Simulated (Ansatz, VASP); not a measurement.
HfN: VASP beside Ansatz

Contents of INCAR:

```
SYSTEM = HfN
PREC = Accurate
ENCUT = 520
EDIFF = 1E-7
ISMEAR = 0
SIGMA = 0.1
LREAL = .FALSE.
LASPH = .TRUE.
NELM = 100
ALGO = Normal
ISIF = 2
LWAVE = .FALSE.
LCHARG = .FALSE.
GGA = PE
NBANDS = 14
```

The input KPOINTS:

```
regular mesh
0
G
  16 16 16
  0 0 0
```

The input POSCAR:

```
HfN
1.0
    0.0000000000      2.2964107651      2.2964107651
    2.2964107651      0.0000000000      2.2964107651
    2.2964107651      2.2964107651      0.0000000000
Hf N
1 1
Direct
    0.0000000000      0.0000000000      0.0000000000
    0.5000000000      0.5000000000      0.5000000000
```

Input for Ansatz:

```yaml
crystal:
  lattice:
    - [0.0, 2.2964107651, 2.2964107651]
    - [2.2964107651, 0.0, 2.2964107651]
    - [2.2964107651, 2.2964107651, 0.0]
  atoms:
    - { symbol: Hf, position: [0.0, 0.0, 0.0] }
    - { symbol: "N", position: [0.5, 0.5, 0.5] }
basis:
  ecutwfc: 420
kpoints:
  mp_grid: { grid: [16, 16, 16] }
hamiltonian:
  xc: pbe
scf:
  occupations: { method: gaussian, width: 0.1 }
output:
  forces: true
  stress: true
  eigenvalues: true
```

Alike in both runs: task single point; functional PBE; k mesh 16 × 16 × 16; occupations gaussian, width 0.1 eV; no spin polarisation.

|  | VASP | Ansatz |
| --- | --- | --- |
| version | VASP 6.6.1 | Ansatz 0.2.0 |
| potentials or method | VASP PAW PBE potentials, release 64 (Hf_pv, N) | scalar-relativistic, plane waves, PAW |
| plane-wave cutoff (eV) | 520 | 420 |
| valence electrons in the cell | 15 | 31 |

Ansatz gave:

```
gap on the k mesh at the Fermi level (eV) : none
pressure (GPa)                            : -7.3
```

Question: Estimate VASP's values.

Answer: gap on the k mesh at the Fermi level (eV): none; pressure (GPa): -9.5.

A gap of «none» marks a metal or a gap that the smearing closes. With one functional, cell and mesh, what is left measures potentials, basis and numerics. The two sets of potentials don't hold the same shells in valence.

Spin-orbit coupling is left out, which matters for the levels of Hf.
